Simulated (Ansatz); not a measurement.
Au in Ansatz: the effect of functional

Au:

```xyz
2
Lattice="2.9569 0.0000 0.0000 -1.4784 2.5607 0.0000 0.0000 0.0000 4.9757" Properties=species:S:1:pos:R:3 pbc="T T T"
Au    1.4784    0.8536    1.2439
Au    0.0000    1.7072    3.7318
```

This isn't the form of Au at room conditions, which is fcc.

The cell isn't the ideal one: volume scaled by 1.06.

Alike in all runs:

- Program: Ansatz 0.2.0
- Task: single point
- Potentials or basis: Ansatz PAW
- k mesh: 11 × 11 × 6
- Occupations: fermi-dirac, width 0.05 eV
- Spin: no spin polarisation

```csv
functional,cutoff,pressure (GPa)
LDA,420 eV (not typed: the program's choice for these potentials),-16.9
PBEsol,420 eV (not typed: the program's choice for these potentials),?
r2SCAN,500 eV (not typed: the program's choice for these potentials),-8.7
```

**Question.** What does the run with functional PBEsol give?

**Answer.** Pressure -13.0 GPa.

Caveats: the PAW data sets come from PBE, with cores solved anew for the run's functional, which leaves a small shift of forces and pressure.
